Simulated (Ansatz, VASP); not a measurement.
# Cross-check of InAs between VASP and Ansatz, part 2 of 2

One calculation is typed for both programs; each brings its own data sets. How far apart do they land? The cell is taken from a series of runs on this material, whose earlier steps may have relaxed, scaled, displaced or heated it; both programs get it as it stands.

VASP 6.6.1 and Ansatz 0.2.0.

So far: The structure; VASP: zone-centre phonons, LDA.

## Step 2: VASP: zone-centre phonons, LDA (continued)

Level of this step: LDA; plane waves and PAW (As, In_d) (VASP).

Numbers of over 12 decimals in the logs are rounded to 6 here.

Parts of OUTCAR (step 2):

```text
ion  position               nearest neighbor table
   1  0.750  0.750  0.750-   2 2.63   2 2.63   2 2.63   2 2.63
   2  0.000  0.000  0.000-   1 2.63   1 2.63   1 2.63   1 2.63

  LATTYP: Found a body centered tetragonal cell.
 ALAT       =     4.3885492161
 C/A-ratio  =     1.3251396078

 Subroutine GETGRP returns: Found  2 space group operations
 (whereof  2 operations were pure point group operations)

The static configuration has the point symmetry C_1h.

   k-points           NKPTS =   1728   k-points in BZ     NKDIM =   1728   number of bands    NBANDS=     15

   dimension x,y,z NGX =    32 NGY =   32 NGZ =   32
   dimension x,y,z NGXF=    64 NGYF=   64 NGZF=   64

   ENCUT  =  500.0 eV  36.75 Ry    6.06 a.u.   7.75  7.75  8.00*2*pi/ulx,y,z

   NELECT =      18.0000    total number of electrons

 k-points in reciprocal lattice and weights: Points of the shifted mesh
   0.04166667  0.04166667  0.04166667       0.001
   0.04166667  0.04166667  0.12500000       0.001
   0.04166667  0.04166667  0.20833333       0.001
   0.04166667  0.04166667  0.29166667       0.001
   0.04166667  0.04166667  0.37500000       0.001
   0.04166667  0.04166667  0.45833333       0.001
   0.04166667  0.04166667  0.54166667       0.001
   0.04166667  0.04166667  0.62500000       0.001
   0.04166667  0.04166667  0.70833333       0.001
[...]
0.95833333  0.95833333  0.87500000       0.001
   0.95833333  0.95833333  0.95833333       0.001

 average (electrostatic) potential at core
       1 -53.2430       2 -96.2381

  Total       -0.6992352     -0.6992352      0.0385991     -0.0008127     -0.0026423     -0.0026423
  in kB      -20.0050358    -20.0050358      1.1043166     -0.0232524     -0.0755948     -0.0755949
  external PRESSURE =     -12.9685850 kB  Pullay stress =       0.0000000 kB

  energy-cutoff  :      500.00
  volume of cell :       56.00
      direct lattice vectors                 reciprocal lattice vectors
     0.000000000  3.103172910  2.907720194    -0.161125408  0.161125408  0.171956023
     3.103172910  0.000000000  2.907720194     0.161125408 -0.161125408  0.171956023
     3.103172910  3.103172910  0.000000000     0.161125408  0.161125408 -0.171956023

 POSITION                                       TOTAL-FORCE (eV/Angst)
 -----------------------------------------------------------------------------------
      4.65466      4.65466      4.36157         0.000223      0.000223      0.000042
      0.00010      0.00010      0.00001        -0.000223     -0.000223     -0.000042
 -----------------------------------------------------------------------------------
    total drift:                                0.000000      0.000000      0.000002

 Eigenvectors and eigenvalues of the dynamical matrix
 ----------------------------------------------------

   1 f  =    6.287968 THz    39.508466 2PiTHz  209.744027 cm-1    26.004933 meV
             X         Y         Z           dx          dy          dz
      4.654656  4.654656  4.361565    -0.550068   -0.550068    0.012832
      0.000103  0.000103  0.000015     0.444172    0.444172   -0.010346

   2 f  =    6.281888 THz    39.470265 2PiTHz  209.541219 cm-1    25.979788 meV
             X         Y         Z           dx          dy          dz
      4.654656  4.654656  4.361565     0.550144   -0.550144   -0.000000
      0.000103  0.000103  0.000015    -0.444232    0.444232    0.000000

   3 f  =    6.146294 THz    38.618304 2PiTHz  205.018301 cm-1    25.419018 meV
             X         Y         Z           dx          dy          dz
      4.654656  4.654656  4.361565    -0.009069   -0.009069   -0.778439
      0.000103  0.000103  0.000015     0.007321    0.007321    0.627504

   4 f/i=    0.001142 THz     0.007178 2PiTHz    0.038106 cm-1     0.004725 meV
             X         Y         Z           dx          dy          dz
      4.654656  4.654656  4.361565     0.444232    0.444232   -0.001198
      0.000103  0.000103  0.000015     0.550142    0.550142   -0.001483

   5 f/i=    0.001148 THz     0.007216 2PiTHz    0.038307 cm-1     0.004749 meV
             X         Y         Z           dx          dy          dz
      4.654656  4.654656  4.361565     0.444232   -0.444232    0.000000
      0.000103  0.000103  0.000015     0.550144   -0.550144    0.000000

   6 f/i=    0.006249 THz     0.039265 2PiTHz    0.208450 cm-1     0.025845 meV
             X         Y         Z           dx          dy          dz
      4.654656  4.654656  4.361565    -0.000846   -0.000846   -0.627588
      0.000103  0.000103  0.000015    -0.001049   -0.001049   -0.778543

 ELASTIC MODULI CONTR FROM IONIC RELAXATION (kBar)
 Direction    XX          YY          ZZ          XY          YZ          ZX
 --------------------------------------------------------------------------------
 XX          -0.0017      0.0009      0.0006     -0.2231      0.3149     -0.4403
 YY           0.0009     -0.0017      0.0006     -0.3315     -0.3480      0.3297
 ZZ           0.0006      0.0006     -0.0023      0.3043      0.4446      0.4271
 XY          -0.2231     -0.3315      0.3043   -213.7589      2.3611     -0.9872
 YZ           0.3149     -0.3480      0.4446      2.3611   -201.5275      2.2648
 ZX          -0.4403      0.3297      0.4271     -0.9872      2.2648   -201.5553
 --------------------------------------------------------------------------------
```

## Step 3: Ansatz: zone-centre phonons, LDA

Ansatz runs on its PAW soft_1 files.

The same cell, functional (in two slightly different forms), mesh and smearing now go to Ansatz, which takes its cutoff from its data sets.

input.yaml reads:

```yaml
crystal:
  lattice:
    - [0.0, 3.1031729103, 2.9077201936]
    - [3.1031729103, 0.0, 2.9077201936]
    - [3.1031729103, 3.1031729103, 0.0]
  atoms:
    - { symbol: As, position: [0.7499974237, 0.7499974237, 0.7499692846] }
    - { symbol: In, position: [2.5763e-06, 2.5763e-06, 3.07154e-05] }
kpoints:
  mp_grid: { grid: [12, 12, 12], shift: [0.5, 0.5, 0.5] }
hamiltonian:
  xc: lda
  pseudopotentials: { kind: paw, azcp: { folder: soft_1 }, xc_functional: pbe }
scf:
  occupations: { method: gaussian, width: 0.015 }
output:
  eigenvalues: true
phonons:
  method: dfpt
```

Run with:

```
$ ansatz run input.yaml --threads 4 --pin off --max-ram 10240MiB --backend cpu --events-out ev --progress --plain --runs-dir out
```

The log of the run:

```text
Engine: ansatz 0.2.0, aarch64-unknown-linux-gnu
Pseudopotentials: kind: paw
Pseudopotential: As, paw, valence charge 15, recommended cutoff 420 eV (normal), soft_1/As.paw.azcp
Pseudopotential: In, paw, valence charge 13, recommended cutoff 420 eV (normal), soft_1/In.paw.azcp
Functional definition: SPW92
  exchange = slater_x
  correlation = pw_c
Crystal: 2 atoms, lattice volume = 56.001 Å³
Basis set: ecut = 420 eV, 1097 PW (Γ), exchange–correlation on 60×60×60 points (8 copies of the dense FFT grid, shifted against one another)
Bands: 18, of which v1, the nominal top of the filled ones, is band 14 counted from 1 (13 counted from 0)
Symmetry: 2 space group operations
k-points: 864 of 1728 (irreducible under 1 space group operation, time reversal used)
Non-local potential: As, projectors of the file, l = 0: 2, l = 1: 2, l = 2: 3, l = 3: 1
Non-local potential: In, projectors of the file, l = 0: 2, l = 1: 2, l = 2: 2, l = 3: 1
PAW form: soft (Blöchl's): semilocal exchange-correlation on the pseudo side does not see the compensation charge
PAW frozen core: As, regenerated for the run's functional, and the local potential with it (the file was generated under x = pbe(κ = 0.804, μ = 0.219515), c = pbe(β = 0.066725))
PAW frozen core: In, regenerated for the run's functional, and the local potential with it (the file was generated under x = pbe(κ = 0.804, μ = 0.219515), c = pbe(β = 0.066725))
PAW one-centre angular grid: As, 590 points (default); XC on 64 Gauss nodes
PAW one-centre angular grid: In, 590 points (default); XC on 64 Gauss nodes
Initial density: superposition of atomic densities (chi_scale 0.1, normalization cell, long waves kept (reshape's long-wave potential 0.00 eV rms))
Initial wavefunctions: pseudopotential atomic-orbital guess
Functional: x = slater, c = lda
SCF iter   1: F=—  HF=-10231.402628 eV  |F-HF|=—  |Δ(HF+E_count)|=         —  Δρ=2.72e-2  dr2=3.66e-1  ethr=3.10e-3  ⟨swp⟩=6.0  Hψ=78216  notcnv=0
preconditioner: auto → none  [insulator: Δε(μ)=0.334 eV  Ē_g=14.593 eV  σ=0.015 eV  W_gap=1.00  n_scr=14 (ndim 8)  ℏωp=21.1 eV  f_vac=0.009  D(μ)=0.00/eV (n_scr^D=0)  ε∞_Penn≈3.1]
SCF iter   2: F=—  HF=-10231.298281 eV  |F-HF|=—  |Δ(HF+E_count)|=   1.04e-1  Δρ=1.21e-2  dr2=6.18e-2  ethr=1.31e-3  ⟨swp⟩=2.0  Hψ=25920  notcnv=0
SCF iter   3: F=—  HF=-10231.283569 eV  |F-HF|=—  |Δ(HF+E_count)|=   1.47e-2  Δρ=2.46e-3  dr2=7.81e-3  ethr=2.21e-4  ⟨swp⟩=3.1  Hψ=28248  notcnv=0
SCF iter   4: F=—  HF=-10231.280372 eV  |F-HF|=—  |Δ(HF+E_count)|=   3.20e-3  Δρ=6.43e-4  dr2=1.11e-4  ethr=2.79e-5  ⟨swp⟩=3.0  Hψ=35101  notcnv=0
SCF iter   5: F=—  HF=-10231.280395 eV  |F-HF|=—  |Δ(HF+E_count)|=   2.29e-5  Δρ=1.71e-4  dr2=5.53e-6  ethr=3.98e-7  ⟨swp⟩=2.9  Hψ=29892  notcnv=0
SCF iter   6: F=—  HF=-10231.280400 eV  |F-HF|=—  |Δ(HF+E_count)|=   4.72e-6  Δρ=1.29e-5  dr2=4.38e-8  ethr=1.98e-8  ⟨swp⟩=2.0  Hψ=27426  notcnv=0
SCF iter   7: F=—  HF=-10231.280399 eV  |F-HF|=—  |Δ(HF+E_count)|=   3.53e-7  Δρ=6.16e-6  dr2=1.89e-8  ethr=1.56e-10  ⟨swp⟩=2.0  Hψ=27648  notcnv=0
SCF iter   8: F=—  HF=-10231.280399 eV  |F-HF|=—  |Δ(HF+E_count)|=   1.33e-8  Δρ=6.03e-7  dr2=8.84e-11  ethr=6.75e-11  ⟨swp⟩=2.0  Hψ=27648  notcnv=0
SCF iter   9: F=-10231.280399 eV  HF=-10231.280399 eV  |F-HF|=0.00e0  |Δ(HF+E_count)|=  1.27e-11  Δρ=9.36e-8  dr2=2.61e-12  ethr=1.00e-12  ⟨swp⟩=5.9  Hψ=64287  notcnv=0
SCF 1 converged in 9 iterations: F = -10231.280399 eV  dr2 = 2.61e-12
  greatest PAW one-centre occupation: 0.999 electrons in one spin orbital (limit 2), on the As atom at site 0 (counted from 0), in its partial waves of l = 2
DFPT response loops at Γ: preconditioner auto → none (the input reference at scf.mixing.eps_inf says where Resta's filter doesn't serve); β = 0.50; Broyden in place of MSR1
SCF converged after 9 iterations
Free energy (F): -10231.280399 eV
Harris-Foulkes:  -10231.280399 eV  (|F-HF|=0.00e0)
Internal energy: -10231.280399 eV  (E = F + TS)
E sigma→0 (E₀):  -10231.280399 eV
Fermi energy:    7.367706 eV
--- Per-component energies (eV) ---
  E_band       = -331.225917
  E_kinetic    = 317.785560
  E_local      = -3500.355647  (includes V_loc(G=0)·N_el)
  E_nonlocal   = -59.497849
  E_hartree    = 1736.138767
  E_xc         = -212.031919
  E_vxc        = -164.287110  (∫ρ·V_xc dr)
  E_paw        = -6001.760254  (= ΣΔE_a)
  E_vpaw       = -397.148475  (= ΣTr[D̂ρ^β])
  E_aug_tail   = 0.000081  (compensation charges beyond the density's cutoff)
  E_ewald      = -2513.918903
  E_core_change = 2.359764  (= ΣΔE_core)
  E_smearing   = -0.000000  (= −TS)
  E_closure    = 0.000000  (closes the sum)
  Σ components = -10231.280399   (vs F -10231.280399, Δ=0.00e0)
--- Band table (eV; the first three rows and the last of 864) ---
  k-point 0: bands = [... 10 lower, -4.6378, 6.3126, 7.0654, 7.2173, 7.5181, 10.9474, 11.1199, 11.1203]
  k-point 1: bands = [... 10 lower, -4.5471, 5.4644, 7.0044, 7.0706, 8.0335, 11.0375, 11.1995, 11.3355]
  k-point 2: bands = [... 10 lower, -4.3248, 4.3494, 6.7665, 6.7823, 8.3816, 11.3794, 11.4386, 11.7449]
  k-point 863: bands = [... 10 lower, -3.2178, 1.4372, 5.8881, 6.3522, 8.0779, 11.5824, 12.0745, 13.9667]
--- Phonons (Γ-DFPT): 4 representative perturbations + reference, on 864 of 1728 k-points (Σ response iterations 12) ---
  k mesh reduced under 1 symmetry operation, with k and −k counted as one. Each operation leaves every solved perturbation unchanged. A smaller set is not used because it would not reduce the number of displacements times k-points to solve
  ASR residual: 1.005e-4 → 0.000e0 eV/Å²; symmetrization residual: 2.290e-5 eV/Å²
  ASR residual per site (eV/Å²): 4.48e-5 1.00e-4
  Γ frequencies (cm⁻¹): 0.00 0.00 0.00 204.46 208.69 208.91
  non-analytic LO–TO correction: not included (Born effective charges unavailable; polar crystals: no LO–TO splitting at Γ)
```

## Step 4: Comparison

Known differences besides the potentials themselves: the data sets hold 28 valence electrons in Ansatz (on its PAW soft_1 files) and 18 in VASP; the cutoff is 420 eV in Ansatz and 500 eV in VASP; VASP's log shows a relativistic correction to its local exchange, Ansatz's none. Total energies have different zeros and are not compared.

The two programs side by side:

```csv
quantity,Ansatz,VASP,difference
optical mode 1 (cm⁻¹),204.5,205.0,-0.27 %
optical mode 2 (cm⁻¹),208.7,209.5,-0.41 %
optical mode 3 (cm⁻¹),208.9,209.7,-0.40 %
```

Modes are paired by rising frequency, not by their patterns, so a pair may set unlike modes beside each other; they are those without the splitting of longitudinal modes.

## Step 5: Results

| Property | Result |
| --- | --- |
| r.m.s. difference of the optical zone-centre modes, each program's sorted by frequency (zone-centre phonons, LDA) | 0.76 cm⁻¹ |

The r.m.s. difference of the optical zone-centre modes, each program's sorted by frequency is 0.76 cm⁻¹ (zone-centre phonons, LDA). The data sets hold unlike numbers of valence electrons (28 in Ansatz and 18 in VASP), so part of the differences may come from the potentials. Such differences can come from data sets, numerical settings and the points named under the comparisons, not from the functional's error against experiment.

[Lines on the potential files, build, host, timing and source positions are cut from VASP's logs without a mark.]

[Logs are printed without paths, hosts, clocks, repeated set-up lines and the standing remarks that a program may print on its own settings, such as how far it seeks lower states.]

[Hosts, paths, dates, database ids (printed as entryN), source tags and the programs' standing remarks are cut or masked in the printed files.]
